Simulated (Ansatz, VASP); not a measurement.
One calculation of Sn3O, two programs

File INCAR:

```
SYSTEM = Sn3O
ALGO = Normal
EDIFF = 1E-7
EDIFFG = -0.01
ENCUT = 600
GGA = PE
IBRION = 2
ISIF = 3
ISMEAR = 0
LASPH = .TRUE.
LCHARG = .FALSE.
LREAL = .FALSE.
LWAVE = .FALSE.
NELM = 100
NSW = 100
PREC = Accurate
SIGMA = 0.1
```

The input KPOINTS:

```
k-points
0
G
  12 12 12
  0 0 0
```

Contents of POSCAR:

```
Sn3O
1.0
   -2.8539360457      2.8539360457      2.8539360457
    2.8539360457     -2.8539360457      2.8539360457
    2.8539360457      2.8539360457     -2.8539360457
Sn O
3 1
Direct
    0.0000000000      0.5000000000      0.5000000000
    0.5000000000      0.0000000000      0.5000000000
    0.5000000000      0.5000000000      0.0000000000
    0.0000000000      0.0000000000      0.0000000000
```

Input for Ansatz:

```yaml
crystal:
  lattice:
    - [-2.8539360457, 2.8539360457, 2.8539360457]
    - [2.8539360457, -2.8539360457, 2.8539360457]
    - [2.8539360457, 2.8539360457, -2.8539360457]
  atoms:
    - { symbol: Sn, position: [0.0, 0.5, 0.5] }
    - { symbol: Sn, position: [0.5, 0.0, 0.5] }
    - { symbol: Sn, position: [0.5, 0.5, 0.0] }
    - { symbol: O, position: [0.0, 0.0, 0.0] }
basis:
  ecutwfc: 420
kpoints:
  mp_grid: { grid: [12, 12, 12] }
hamiltonian:
  xc: pbe
scf:
  occupations: { method: gaussian, width: 0.1 }
output:
  forces: true
  stress: true
  eigenvalues: true
relax:
  adjacent_minimum: "off"
  f_tol: 0.01
  max_steps: 80
  cell: { stress_tol: 0.05 }
```

Alike in both runs: task relaxation of cell and atoms; functional PBE; k mesh 12 × 12 × 12; occupations gaussian, width 0.1 eV; no spin polarisation.

|  | VASP | Ansatz |
| --- | --- | --- |
| version | VASP 6.6.1 | Ansatz 0.2.0 |
| potentials or method | VASP PAW PBE potentials, release 64 (Sn_d, O) | scalar-relativistic, plane waves, PAW |
| plane-wave cutoff (eV) | 600 | 420 |
| valence electrons in the cell | 48 | 48 |

```tsv
	VASP	Ansatz	Ansatz less VASP
gap on the k mesh at the Fermi level, each at its own relaxed structure (eV)	none	none	-
relaxed volume (Å³/atom)	23.25	23.26	+0.020
relaxed cell length with the largest relative difference (Å)	4.943	4.945	+0.0014
```

A gap of «none» marks a metal or a gap that the smearing closes.

Caveats: the relaxation stopped at its first step, so nothing moved.
